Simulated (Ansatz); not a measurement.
# KCl: stress in a strained cell

KCl is deformed so: equal xy, yz and zx engineering shear strains of +3 %. What stress and forces result, by LAPW, PAW and all-electron datasets made for the crystal?

Computed with Ansatz 0.2.0 (DFT PBE, scalar-relativistic, unless a step's input says otherwise).

## (1) The starting structure

The structure is cubic, space group Fm-3m (No. 225). The conventional cell has a = 6.312 Å, b = 6.312 Å, c = 6.312 Å, α = 90.00°, β = 90.00°, γ = 90.00°. Around K (site symmetry m-3m) lie 6 Cl at 3.16 Å. Around Cl (site symmetry m-3m) lie 6 K at 3.16 Å.

Structure file:

```xyz
2
Lattice="0.0000 3.1561 3.1561 3.1561 0.0000 3.1561 3.1561 3.1561 0.0000" Properties=species:S:1:pos:R:3 pbc="T T T"
K     0.0000    0.0000    0.0000
Cl    3.1561    3.1561    3.1561
```

Atoms are numbered in the order of the input: K1, Cl2.

## (2) After the deformation

Space group Fm-3m before, R-3m after.

## (3) LAPW, all electrons

The input, input.yaml:

```yaml
crystal:
  lattice:
    - [0.094683, 3.2034415, 3.2034415]
    - [3.2034415, 0.094683, 3.2034415]
    - [3.2034415, 3.2034415, 0.094683]
  atoms:
    - { symbol: K, position: [0.0, 0.0, 0.0] }
    - { symbol: Cl, position: [0.5, 0.5, 0.5] }
kpoints:
  mp_grid: { grid: [7, 7, 7] }
  band_path:
    path:
      - [0.0, 0.0, 0.0]
      - [0.5, 0.5, 0.5]
      - [0.2428775097, 0.5, 0.7571224903]
      - [-0.2428775097, 0.2428775097, 0.5]
      - [0.0, 0.0, 0.5]
      - [0.0, 0.0, 0.0]
      - [-0.3714387548, 0.0, 0.3714387548]
      - [0.0, 0.3714387548, 0.6285612452]
      - [0.0, 0.5, 0.5]
    npoints: 5
scf:
  occupations: { method: fermi_dirac, width: 0.03 }
hamiltonian:
  xc: pbe
  pseudopotentials: { kind: all_electron, lapw: { basis_error: 0.001 } }
output:
  forces: true
  stress: true
  eigenvalues: true
```

Launch:

```sh
$ ansatz run input.yaml --threads 1 --pin off --max-ram 3072MiB --backend cpu --events-out ev --progress --plain --runs-dir out
```

## (4) PAW on the default files

The input, input.yaml:

```yaml
crystal:
  lattice:
    - [0.094683, 3.2034415, 3.2034415]
    - [3.2034415, 0.094683, 3.2034415]
    - [3.2034415, 3.2034415, 0.094683]
  atoms:
    - { symbol: K, position: [0.0, 0.0, 0.0] }
    - { symbol: Cl, position: [0.5, 0.5, 0.5] }
kpoints:
  mp_grid: { grid: [7, 7, 7] }
scf:
  occupations: { method: fermi_dirac, width: 0.03 }
hamiltonian:
  xc: pbe
  pseudopotentials: { kind: paw }
output:
  forces: true
  stress: true
  eigenvalues: true
  efg: { contact_densities: true }
```

## (5) Datasets made for this crystal

input.yaml: that of step 4 with these lines changed.

```diff
@@ -14,3 +14,3 @@
   xc: pbe
-  pseudopotentials: { kind: paw }
+  pseudopotentials: { kind: all_electron, datasets: crystal }
 output:
```

(Steps that only read results are left out.)

Before running it: what results should come out? Wanted: pressure; largest shear or deviatoric stress.

The runs gave:

```
                                 quantity                                           value
                                 pressure  LAPW 0.57, PAW 0.57, crystal datasets 0.57 GPa
largest shear or deviatoric stress (LAPW)                                        0.21 GPa
```

**Reading.** The largest part of the stress beyond the pressure is 0.21 GPa in size; the atoms are carried along and not relaxed. No run of the undeformed cell stands beside it, so the pressure holds what the given cell had before the change. PAW: stress within 0.01 GPa of LAPW. Crystal datasets: stress within 0.01 GPa of LAPW.
